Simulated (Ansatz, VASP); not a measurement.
# Si54HC53 (H_C): VASP beside Ansatz

Aim: how closely do two programs agree when they are given the same cell, functional and k mesh? The cell is taken from a series of runs on this material, whose earlier steps may have relaxed, scaled, displaced or heated it; both programs get it as it stands.

Program: Ansatz 0.2.0. Level of theory: plane waves, with VASP 6.6.1 beside it; single point at r2SCAN. Results are calculated unless marked as measured.

## Step 1: The starting structure

The cell holds 108 atoms: 54 Si, 53 C and 1 H. Cell: a = 9.236 Å, b = 9.236 Å, c = 15.108 Å, α = 90.0°, β = 90.0°, γ = 120.0°. It derives from SiC (SiC (P6_3mc)). Nearest the centre at fractional (0.556, 0.444, 0.542): H108 at 0.53 Å, Si29 at 2.05 Å, Si53 at 2.06 Å, Si47 at 2.08 Å, Si27 at 2.13 Å, C100 at 3.05 Å, C98 at 3.06 Å, C65 at 3.07 Å.

## Step 2: Ansatz: single point, r2SCAN

Ansatz runs on its PAW soft_1 files.

A single point gives forces, pressure and levels at one fixed geometry, so differences don't come from the geometry; what else differs is listed under the comparison.

Input file input.yaml:

```yaml
crystal:
  checkpoint: "../qp2_M1.relax.run"
  host: checkpoint
basis:
  ecutwfc: 500
  xc_grid: 2
hamiltonian:
  xc: r2scan
  pseudopotentials: { kind: paw, azcp: { folder: soft_1 } }
kpoints:
  mp_grid: { grid: [2, 2, 2], shift: [0.5, 0.5, 0.5] }
scf:
  occupations: { method: fermi_dirac, width: 0.01 }
  max_iter: 100
output:
  forces: true
  eigenvalues: true
  charged_corrections: { defect_position: [0.555556, 0.444444, 0.541528] }
checkpoint:
  read: "../qp2_M1.relax.run"
  write: "../qp2_M1.point_neutral.run"
  compress: false
  write_wavefunctions: false
  write_every: 100000
magnetization:
  spin_polarized: true
  initial_magnetization: 1
  spin_locking: { lock_magnetization: hard }
```

Command:

```bash
> ansatz run input.yaml --threads 4 --pin off --max-ram 15073MiB --backend cpu --events-out ev --progress --plain --runs-dir out
```

Numbers of over 12 decimals in the logs are rounded to 6 here.

Log:

```text
Warning: This run holds its total moment fixed (magnetization.spin_locking.lock_magnetization: hard) and mixes its density by anderson or broyden (scf.mixing.algorithm, typed or taken by auto). Slabs with a fixed moment have converged under broyden above another state at the same moment, at the default mixing steps and at smaller ones, and under scf.lower_state_search: standard, light or off a state that such a mixer [...]
checkpoint.read: neither the saved density nor the saved orbitals are used: the state is of another total charge, and does not settle where this run's electrons and spins go. The run starts from its atoms. Which states do: the manual's quickstart, A charge series.
crystal.checkpoint: the structure is that of <dir>, a `relax` run, at its step 8: its result, under r2scan at a charge of 2 e; 108 atoms read, 0 with a starting moment; this deck's charge is 0 e; no density is read with it (checkpoint.read); crystal.structure_sha256 for this input is
Engine: ansatz 0.2.0, aarch64-unknown-linux-gnu
Pseudopotentials: kind: paw
Pseudopotential: Si, paw, valence charge 4, recommended cutoff 500 eV (meta_gga), soft_1/Si.paw.azcp
Pseudopotential: C, paw, valence charge 4, recommended cutoff 500 eV (meta_gga), soft_1/C.paw.azcp
Pseudopotential: H, paw, valence charge 1, recommended cutoff 500 eV (meta_gga), soft_1/H.paw.azcp
Functional definition: r2SCAN
  parameter k0 = 0.174
  parameter k1 = 0.065
  parameter a1 = 4.9479
  exchange = r2scan_x(k0 = k0, k1 = k1, a1 = a1)
  correlation = r2scan_c
Crystal: 108 atoms, lattice volume = 1116.095 Å³
Basis set: ecut = 500 eV, 28399 PW (Γ), exchange–correlation on 144×144×240 points (8 copies of the dense FFT grid, shifted against one another)
Bands: 323, of which v1, the nominal top of the filled ones, is band 215 counted from 1 (214 counted from 0)
Symmetry: 1 space group operations
Space group: P1 (ITA 1), of the structure as read, at distance tolerance 1.0e-4 Å
Magnetic group: BNS 1.1 (UNI 1), of the structure as read, at distance tolerance 1.0e-4 Å
k-points: 4 of 8 (time reversal used)
Non-local potential: Si, projectors of the file, l = 0: 2, l = 1: 2, l = 2: 1
Non-local potential: C, projectors of the file, l = 0: 2, l = 1: 2, l = 2: 1
Non-local potential: H, projectors of the file, l = 0: 2, l = 1: 1
PAW form: soft (Blöchl's): semilocal exchange-correlation on the pseudo side does not see the compensation charge
PAW frozen core: Si, regenerated for the run's functional (the file was generated under x = pbe(κ = 0.804, μ = 0.219515), c = pbe(β = 0.066725))
PAW frozen core: C, regenerated for the run's functional (the file was generated under x = pbe(κ = 0.804, μ = 0.219515), c = pbe(β = 0.066725))
PAW one-centre angular grid: Si, 302 points (default); XC on 160 Gauss nodes
PAW one-centre angular grid: C, 302 points (default); XC on 219 of its mesh's 2255 points in the sphere
PAW one-centre angular grid: H, 302 points (default); XC on 160 Gauss nodes
Initial density: superposition of atomic densities (chi_scale 0.1, normalization cell)
Starting moments: Σ|m| = 1 μB on 108 of 108 sites
Initial wavefunctions: pseudopotential atomic-orbital guess
Functional: x = r2scan, c = r2scan; τ floored in thin density (d = 2e-4 eV/Å³)
SCF iter   1: F=—  HF=-47962.980938 eV  |F-HF|=—  |Δ(HF+E_count)|=         —  Δρ=7.23e-2 (↑7.17e-2 ↓7.23e-2)  dr2=2.87e2  dr2_τ=7.50e0  dr2_m=2.64e-3  M=1.000 μB ∫|m|=1.000 μB  β_m=1.20  ethr=3.10e-3  ⟨swp⟩=6.0  Hψ=11949  notcnv=0  defer=596
preconditioner: auto → Resta (q_TF=auto, 2.326 Å⁻¹)  ε∞=3.9  [insulator: Δε(μ)=0.034 eV  Ē_g=13.592 eV  σ=0.010 eV  W_gap=0.69  n_scr=244 (ndim 8)  ℏωp=23.0 eV  f_vac=0.000  D(μ)=10.43/eV (n_scr^D=36)  ε∞_Penn≈3.9]
spin=Collinear: Resta preconditioning applied to the charge; magnetization (m = ρ↑ − ρ↓) channel mixes plain (no charge-response kernel on spin).
SCF iter   2: F=—  HF=-47906.112260 eV  |F-HF|=—  |Δ(HF+E_count)|=    5.69e1  Δρ=4.19e-2 (↑4.19e-2 ↓4.19e-2)  dr2=9.39e1  dr2_τ=3.87e-1  dr2_m=4.42e-3  M=1.000 μB ∫|m|=1.043 μB  β_m=1.20  ethr=3.10e-3  ⟨swp⟩=3.0  Hψ=4786  notcnv=0  defer=812  κ⁻¹=1.0e0(r=1)
SCF iter   3: F=—  HF=-47888.536499 eV  |F-HF|=—  |Δ(HF+E_count)|=    1.76e1  Δρ=1.60e-2 (↑1.60e-2 ↓1.59e-2)  dr2=8.15e0  dr2_τ=3.51e-2  dr2_m=6.13e-3  M=1.000 μB ∫|m|=1.198 μB  β_m=1.20  ethr=3.10e-3  ⟨swp⟩=3.0  Hψ=4764  notcnv=0  defer=816  κ⁻¹=6.2e-2(r=2)
[...]
k-point 2 ↑: bands = [... 211 lower, 8.9758, 9.1519, 11.2889, 11.6357, 11.9384, 12.1739, 12.4446, 12.5809, ... 104 higher]
  k-point 3 ↓: bands = [... 211 lower, 8.9801, 9.1487, 11.4750, 11.9073, 12.1608, 12.3772, 12.5108, 12.6470, ... 104 higher]
```

Reading the cycles: dr2 is the Hartree energy of the density residual (eV), the measure of convergence; HF is the Harris–Foulkes estimate of the energy, which meets the free energy F at convergence.

## Step 3: VASP: single point, r2SCAN

The same cell, functional, mesh and smearing now go to VASP, with its own data sets.

Lines of VASP's logs that name or quote its potential files are left out, and so is its time.

Input file INCAR:

```
SYSTEM = Si54HC53
PREC = Accurate
ENCUT = 580
EDIFF = 1E-06
NELM = 200
ISMEAR = -1
SIGMA = 0.01
LREAL = Auto
ALGO = Normal
METAGGA = R2SCAN
LASPH = .TRUE.
NBANDS = 290
ISPIN = 2
MAGMOM = 0 -0 0 0 -0 0 0 -0 0 0 0 0 0 0 0 0 0 0 0.01 0 0 0 0 0 0.01 0 0.09 0 -0.08 0 0 0 0 0 0 0 0 0 0 0 0.01 0 0.01 0 0 0 0.08 0 0 0 0 0 0.01 0 0 0 0 -0 -0.02 0 0 -0 -0 -0 0 0 0.01 0 0 -0 0 0 0.01 0 0.01 0 0.02 0 0 -0 0.01 0 0 0.01 -0 -0 0 0.02 0 0 -0 0 0 0 0 0 0.01 0 0 -0 0 -0 0.01 0 0 -0.02 0 -0
LORBIT = 11
LWAVE = .FALSE.
LCHARG = .FALSE.
ISIF = 2
ISYM = 0
NUPDOWN = 1
GGA_COMPAT = .FALSE.
LMIXTAU = .TRUE.
```

Input file POSCAR:

```
Si54HC53
1.0
    9.2359949282      0.0000000000      0.0000000000
   -4.6179974641      7.9986062370      0.0000000000
    0.0000000000      0.0000000000     15.1078644027
Si C H
54 53 1
Direct
    0.1098678734      0.2202193936      0.8337046263
    0.2206056463      0.1091101911      0.3317445921
    0.2183506217      0.1079087444      0.6670954051
[... 1 atom line left out ...]
    0.9997830541      0.0009504981      0.4988775925
[... 2 atom lines left out ...]
    0.2211086816      0.4453190396      0.3321220859
    0.2192270427      0.4415879833      0.6671322356
[... 1 atom line left out ...]
    0.9987166661      0.3318459084      0.4985474089
[... 5 atom lines left out ...]
    0.0002093282      0.6684956192      0.4985793885
[... 1 atom line left out ...]
    0.4432740728      0.2197716197      0.8358493513
    0.5523371582      0.1084827587      0.3316670052
    0.5554580082      0.1085380025      0.6676570700
[... 1 atom line left out ...]
    0.3299075910      0.9965439156      0.4987445229
[... 1 atom line left out ...]
    0.4436259471      0.5542585822      0.8355060909
    0.5544879105      0.4454814118      0.3329264980
    0.5528112014      0.4413600145      0.6825595699
[... 1 atom line left out ...]
    0.3128412738      0.3180417393      0.4971308542
[... 2 atom lines left out ...]
    0.5539496889      0.7782280435      0.3318166035
    0.5564416251      0.7787948269      0.6668956489
[... 1 atom line left out ...]
    0.3330947368      0.6664412192      0.4986054738
[... 5 atom lines left out ...]
    0.6670510780      0.9999391451      0.4986418870
[... 1 atom line left out ...]
    0.7774585998      0.5544350131      0.8352261920
    0.8900675726      0.4462863525      0.3318671247
    0.8877891083      0.4418162948      0.6673068262
[... 1 atom line left out ...]
    0.6743793494      0.3185196880      0.4950737208
[... 2 atom lines left out ...]
    0.8896217060      0.7787372542      0.3315653761
    0.8891297702      0.7794240692      0.6664786200
[... 1 atom line left out ...]
    0.6796257753      0.6872362596      0.4969346019
[... 3 atom lines left out ...]
    0.1101623809      0.2204581810      0.7082558708
[... 1 atom line left out ...]
    0.2192425903      0.1062669100      0.5423507473
[... 5 atom lines left out ...]
    0.2232442439      0.4445899440      0.5422065878
[... 2 atom lines left out ...]
    0.9989830165      0.6671756987      0.3742005969
[... 5 atom lines left out ...]
    0.3315849803      0.9993453402      0.3743664605
    0.4419985210      0.2181297641      0.7077556032
[... 1 atom line left out ...]
    0.5519287235      0.1086150872      0.5425352310
[... 2 atom lines left out ...]
    0.3322915606      0.3327857479      0.3748594897
    0.4430599564      0.5546769274      0.7071127938
[... 3 atom lines left out ...]
    0.3324616898      0.6667003899      0.3742609989
[... 2 atom lines left out ...]
    0.5546626230      0.7780074635      0.5419570619
[... 3 atom lines left out ...]
    0.7767910531      0.2206531453      0.7082869200
[... 4 atom lines left out ...]
    0.6649636802      0.3334867821      0.3746671266
    0.7771757429      0.5547358802      0.7066121176
[... 1 atom line left out ...]
    0.8858774919      0.4455030805      0.5421481336
[... 2 atom lines left out ...]
    0.6664836005      0.6679046300      0.3742747901
    0.7773597277      0.8879707755      0.7082233847
[... 1 atom line left out ...]
    0.8931436162      0.7820293678      0.5417788743
[... 1 atom line left out ...]
    0.6022804992      0.5072443861      0.5368094211
```

Input file KPOINTS:

```
Points of the shifted mesh
8
Reciprocal
 0.2500000000  0.2500000000  0.2500000000 1
 0.2500000000  0.2500000000  0.7500000000 1
 0.2500000000  0.7500000000  0.2500000000 1
 0.2500000000  0.7500000000  0.7500000000 1
 0.7500000000  0.2500000000  0.2500000000 1
 0.7500000000  0.2500000000  0.7500000000 1
 0.7500000000  0.7500000000  0.2500000000 1
 0.7500000000  0.7500000000  0.7500000000 1
```

The projector-augmented-wave data sets are Si, C and H (PBE family, release 64).

Command:

```bash
> export OMP_NUM_THREADS=4
> mpirun -np 1 vasp_std
```

Log:

```text
[banner, memory and clock lines left out]
running    1 mpi-ranks, on    1 nodes
[...]
Offloading initialized ...    1 GPUs detected
[...]
|                                                                             |
|               ----> ADVICE to this user running VASP <----                  |
|                                                                             |
|     You enforced a specific xc type in the INCAR file but a different       |
|     [... a line on the potential file left out ...]
|     I HOPE YOU KNOW WHAT YOU ARE DOING!                                     |
|                                                                             |

 LDA part: xc-table for (None), standard interpolation
 POSCAR, INCAR and KPOINTS ok, starting setup
[...]
entering main loop
       N       E                     dE             d eps       ncg     rms          rms(c)
DAV:   1     0.121568654265E+04    0.12157E+04   -0.21571E+05  9280   0.151E+03
DAV:   2    -0.102231359270E+04   -0.22380E+04   -0.21107E+04 11232   0.256E+02
DAV:   3    -0.118760802182E+04   -0.16529E+03   -0.16329E+03 11304   0.642E+01
DAV:   4    -0.119149864358E+04   -0.38906E+01   -0.38704E+01 11232   0.106E+01
[...]
DAV:  16    -0.103100382517E+04   -0.12971E-04   -0.21706E-05 11120   0.763E-03    0.982E-03
DAV:  17    -0.103100382700E+04   -0.18308E-05   -0.61829E-06 10912   0.422E-03    0.520E-03
DAV:  18    -0.103100382739E+04   -0.39069E-06   -0.93296E-07  6192   0.186E-03
   1 F= -.10310038E+04 E0= -.10310038E+04  d E =-.929701E-06  mag=     0.9981
```

Parts of OUTCAR (step 3):

```text
  FREE ENERGIE OF THE ION-ELECTRON SYSTEM (eV)
  ---------------------------------------------------
  free  energy   TOTEN  =     -1031.0038273890 eV

  energy  without entropy=    -1031.0038264593  energy(sigma->0) =    -1031.00382692

 magnetization (x)
# of ion       s       p       d       tot
------------------------------------------
    1        0.000   0.001   0.000   0.001
    2       -0.000  -0.002   0.000  -0.002
    3        0.001   0.001   0.000   0.002
    4       -0.000   0.000   0.000   0.000
    5       -0.002  -0.003   0.000  -0.005
    6        0.000   0.000   0.000   0.000
    7        0.000   0.000   0.000   0.000
    8       -0.001  -0.002   0.000  -0.003
    9        0.000   0.001   0.000   0.001
   10        0.000   0.001   0.000   0.001
   11        0.001   0.001   0.000   0.002
   12        0.000   0.000   0.000   0.000
   13        0.000   0.000   0.000   0.000
[...]
--------------------------------------------------
tot          0.086   0.293   0.000   0.379
```

The gap is read on the k-mesh alone, so it is an upper bound where the band edges lie off the mesh.

## Step 4: Comparison

Known differences besides the potentials themselves: VASP starts from the moments at which Ansatz ended; VASP keeps PBE cores, Ansatz makes them for the functional; the cutoff is 500 eV in Ansatz and 580 eV in VASP (PREC = Accurate, projectors in real space); site moments are counted in spheres of each program's own size. Total energies have different zeros and are not compared.

The two programs side by side:

```tsv
quantity	Ansatz	VASP	difference
total moment, fixed by the input (μB)	1.00	1.00	0.00
moment on Si27 (μB)	0.09	0.20	-0.11
moment on Si47 (μB)	0.09	0.18	-0.09
moment on Si29 (μB)	-0.08	-0.17	+0.09
```

Forces on 9 of the 108 atoms, those with the largest forces and the largest differences (eV/Å; atoms numbered as in POSCAR):

```tsv
atom	Ansatz x, y, z	VASP x, y, z
Si2	-0.145, 0.388, 0.345	-0.140, 0.393, 0.345
Si27	-0.239, -0.164, -1.666	-0.241, -0.165, -1.671
Si29	1.103, 0.563, 0.726	1.104, 0.561, 0.722
Si47	-1.517, 0.553, 0.557	-1.518, 0.554, 0.558
Si53	-0.081, -1.700, 0.851	-0.082, -1.715, 0.856
C75	-0.014, -0.592, 1.262	-0.013, -0.593, 1.264
C81	-0.684, 0.391, 1.190	-0.684, 0.392, 1.194
C97	0.549, -0.328, -1.150	0.550, -0.327, -1.153
H108	-0.066, 1.055, -0.411	-0.065, 1.064, -0.414
```

The forces differ by 2.2 meV/Å r.m.s., which is 0.6 % of the r.m.s. force of 0.351 eV/Å (both taken over all components). The total moments and the pattern agree; the site moments differ because the programs count them in spheres of different size.

## Step 5: Outcome

```json
{
  "r.m.s. force difference (single point, r2SCAN)": "0.62 % of the r.m.s. force"
}
```

In words: The r.m.s. force difference is 0.62 % of the r.m.s. force (single point, r2SCAN), within the 3 % picked in this series as the mark of a large difference. Such differences can come from data sets, numerical settings and the points named under the comparisons, not from the functional's error against experiment.

[Lines on the potential files, build, host, timing and source positions are cut from VASP's logs without a mark.]

[Logs are printed without paths, hosts, clocks, repeated set-up lines and the standing remarks that a program may print on its own settings, such as how far it seeks lower states.]

[Hosts, paths, dates, database ids (printed as entryN), source tags and the programs' standing remarks are cut or masked in the printed files.]
